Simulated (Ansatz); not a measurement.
Geometry optimisation in Ansatz: input, command and trajectory.

```yaml
crystal:
  lattice:
    - [4.8580576889, 0.0, 0.0]
    - [0.8246358453, 3.1793517213, 0.0]
    - [-1.6913732369, 1.5227459361, 3.3587888116]
  atoms:
    - { symbol: Al, position: [0.0410425915, 0.5835715808, 0.0477226475] }
    - { symbol: Al, position: [0.6651900776, 0.0981042973, 0.8473137395] }
    - { symbol: "N", position: [0.4504142014, 0.0702511061, 0.9463613344] }
    - { symbol: "N", position: [0.1887553024, 0.0034113928, 0.3940011862] }
basis:
  ecutwfc: 420
kpoints:
  mp_grid: { grid: [4, 6, 6] }
hamiltonian:
  xc: pbe
scf:
  occupations: { method: gaussian, width: 0.1 }
  lower_state_search: "off"
output:
  forces: true
  stress: true
  eigenvalues: true
relax:
  adjacent_minimum: "off"
  f_tol: 0.04
  max_steps: 70
  cell: { stress_tol: 0.4 }
```

```bash
ansatz run input.yaml --threads 1 --pin off --max-ram 2560MiB --backend cpu --events-out ev --progress --plain --runs-dir out
```

Computed with DFT PBE, scalar-relativistic, plane waves, PAW (Ansatz 0.2.0).

Of 21 frames 10 are shown, positions in Å and forces in eV/Å; the SCF threshold varies from step to step. Steps run on the plane waves of an earlier cell, with a Pulay correction in the pressure. The basis is chosen afresh for the last frame, the zero of the energies, and at times for earlier ones too; energy and pressure step there, also at an unchanged geometry. Here that happened at step 18 (-21 meV/atom, 1.7 GPa); the frames before carry an error of that size.

```xyz
4
Lattice="4.8581 0.0000 0.0000 0.8246 3.1794 0.0000 -1.6914 1.5227 3.3588" Properties=species:S:1:pos:R:3:forces:R:3 pbc="T T T" step=1 free_energy_over_end_meV_per_atom=3894.74 pressure_GPa=77.14
Al    0.5999    1.9280    0.1603   10.5505   -8.7271    5.1325
Al    1.8793    1.6022    2.8459   32.1940    8.1972  -16.2783
N     0.6454    1.6644    3.1786  -42.1787    1.9573   11.2055
N     0.2534    0.6108    1.3234   -0.5658   -1.4273   -0.0597
4
Lattice="5.0352 -0.0256 -0.0773 0.8380 3.0757 -0.1147 -1.8145 1.3768 3.3775" Properties=species:S:1:pos:R:3:forces:R:3 pbc="T T T" step=3 free_energy_over_end_meV_per_atom=949.70 pressure_GPa=7.37
Al    0.9852    1.7644    0.1412    3.2941   -1.0526   -0.2523
Al    1.8438    1.6081    2.7234    4.2951    1.9405   -1.9175
N     0.3005    1.4643    3.1764   -7.3092   -1.0025    0.8789
N     0.2217    0.5295    1.3183   -0.2800    0.1145    1.2910
4
Lattice="5.1048 -0.0809 -0.2445 0.8136 2.7833 -0.1238 -1.9717 1.2809 3.4383" Properties=species:S:1:pos:R:3:forces:R:3 pbc="T T T" step=5 free_energy_over_end_meV_per_atom=336.08 pressure_GPa=-1.71
Al    1.1930    1.5356    0.0598   -0.3865    0.8057   -0.1068
Al    1.6990    1.7008    2.6963    0.7037    1.0476   -0.0373
N    -0.0022    1.1471    3.0885   -0.3932   -2.2492   -0.8931
N     0.1852    0.4732    1.4190    0.0760    0.3959    1.0372
4
Lattice="5.1535 0.0087 0.0987 0.8805 2.7128 -0.0394 -1.7233 1.2363 3.3042" Properties=species:S:1:pos:R:3:forces:R:3 pbc="T T T" step=8 free_energy_over_end_meV_per_atom=144.93 pressure_GPa=2.76
Al    1.1303    1.5294    0.1743    0.1165    0.3754    0.1456
Al    1.9978    1.9250    2.8680   -0.1305   -0.2100   -0.2507
N     0.1878    0.9351    2.9317   -0.1016    0.2889   -0.3184
N     0.4305    0.4348    1.5151    0.1156   -0.4543    0.4235
4
Lattice="5.2248 0.0680 0.3300 0.9314 2.6851 -0.0113 -1.5696 1.1856 3.4567" Properties=species:S:1:pos:R:3:forces:R:3 pbc="T T T" step=10 free_energy_over_end_meV_per_atom=89.29 pressure_GPa=-0.67
Al    1.1537    1.6185    0.3522    0.0630    0.1576   -0.1608
Al    2.1311    1.8599    3.0855   -0.3831   -0.3438   -0.2833
N     0.2885    0.9148    3.0515    0.0516    0.1901    0.0693
N     0.6511    0.3769    1.6732    0.2685   -0.0038    0.3748
4
Lattice="5.4690 0.2997 0.4430 1.1245 2.6307 0.0821 -1.5038 1.1386 3.5232" Properties=species:S:1:pos:R:3:forces:R:3 pbc="T T T" step=12 free_energy_over_end_meV_per_atom=39.45 pressure_GPa=-0.49
Al    1.3622    1.8086    0.4499   -0.2234    0.0582   -0.0912
Al    2.1720    1.6536    3.1418    0.4647    0.0897   -0.1665
N     0.4064    0.9907    3.1592   -0.3999   -0.1986    0.1399
N     0.9050    0.4827    1.7828    0.1586    0.0506    0.1178
4
Lattice="5.4526 0.3240 0.2961 1.1376 2.6082 0.0345 -1.5921 1.0934 3.5527" Properties=species:S:1:pos:R:3:forces:R:3 pbc="T T T" step=14 free_energy_over_end_meV_per_atom=34.63 pressure_GPa=0.41
Al    1.3412    1.7711    0.3779    0.1035   -0.0649   -0.1215
Al    2.1070    1.6406    3.0418   -0.2596   -0.0964   -0.0341
N     0.2996    0.9455    3.1897    0.2892    0.0074   -0.4253
N     0.8884    0.4929    1.7569   -0.1331    0.1539    0.5808
4
Lattice="5.4974 0.3155 0.2850 1.1396 2.6035 -0.0225 -1.6180 1.0365 3.5077" Properties=species:S:1:pos:R:3:forces:R:3 pbc="T T T" step=17 free_energy_over_end_meV_per_atom=26.55 pressure_GPa=-0.12
Al    1.3565    1.7420    0.3234   -0.0128    0.0065    0.0010
Al    2.1063    1.5799    2.9881    0.0110   -0.0068    0.0021
N     0.2809    0.9140    3.1330   -0.0101    0.0069    0.0156
N     0.8964    0.4721    1.7630    0.0119   -0.0066   -0.0187
4
Lattice="5.6077 0.3790 0.3446 1.2000 2.5727 -0.0057 -1.5953 1.0016 3.5243" Properties=species:S:1:pos:R:3:forces:R:3 pbc="T T T" step=19 free_energy_over_end_meV_per_atom=0.83 pressure_GPa=0.52
Al    1.4215    1.7643    0.3531   -0.0054    0.0083   -0.0030
Al    2.1820    1.5421    3.0265    0.0221   -0.0151    0.0138
N     0.3348    0.9047    3.1695   -0.0048    0.0085   -0.0031
N     0.9465    0.4810    1.7883   -0.0120   -0.0017   -0.0077
4
Lattice="5.6174 0.3816 0.3346 1.2033 2.5752 -0.0153 -1.6048 0.9933 3.5275" Properties=species:S:1:pos:R:3:forces:R:3 pbc="T T T" step=21 free_energy_over_end_meV_per_atom=0.00 pressure_GPa=0.06
Al    1.4247    1.7651    0.3459   -0.0007   -0.0008    0.0015
Al    2.1803    1.5384    3.0215    0.0048   -0.0017    0.0017
N     0.3293    0.8973    3.1696   -0.0050    0.0006    0.0025
N     0.9449    0.4783    1.7869    0.0010    0.0019   -0.0057
```

The start is a random arrangement. At the end the space group is C2 (tolerance 0.05 Å).

Time: 110 s on 1 thread of Arm Neoverse V2, on a shared host, peak memory 0.34 GiB.

The k mesh is coarse.